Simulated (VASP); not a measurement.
Input of a VASP 6.6.1 run:

The input INCAR:

```
SYSTEM = GaS
PREC = Accurate
ENCUT = 520
EDIFF = 1E-7
ISMEAR = -1
SIGMA = 0.05
LREAL = .FALSE.
LASPH = .TRUE.
NELM = 60
ALGO = Normal
ISIF = 2
LWAVE = .FALSE.
LCHARG = .FALSE.
GGA = PE
NBANDS = 48
```

KPOINTS

```
regular mesh
0
G
  9 9 2
  0 0 0
```

Contents of POSCAR:

```
GaS
1.0
    3.5850000000      0.0000000000      0.0000000000
   -1.7925000000      3.1047010726      0.0000000000
    0.0000000000      0.0000000000     15.5000000000
Ga S
4 4
Direct
    0.6666666667      0.3333333333      0.8300000000
    0.3333333333      0.6666666667      0.3300000000
    0.6666666667      0.3333333333      0.6700000000
    0.3333333333      0.6666666667      0.1700000000
    0.6666666667      0.3333333333      0.4000000000
    0.3333333333      0.6666666667      0.9000000000
    0.6666666667      0.3333333333      0.1000000000
    0.3333333333      0.6666666667      0.6000000000
```

Potentials or basis: VASP PAW PBE potentials, release 64 (Ga_d, S).

Run with:

```bash
$ cat potpaw_PBE.64/Ga_d/POTCAR potpaw_PBE.64/S/POTCAR > POTCAR
$ mpirun -np 1 vasp_std > vasp.out
```

(1) Estimate the band gap on the k mesh.

(2) What does it give for the largest force?

Answers

(1) 1.60 eV, indirect (least direct gap 1.66 eV).

(2) 0.244 eV/Å.

Caveat: an odd mesh through Γ misses points on the zone boundary, where band edges often lie.

The gap isn't set beside the measured one, since this odd mesh misses points on the zone boundary.
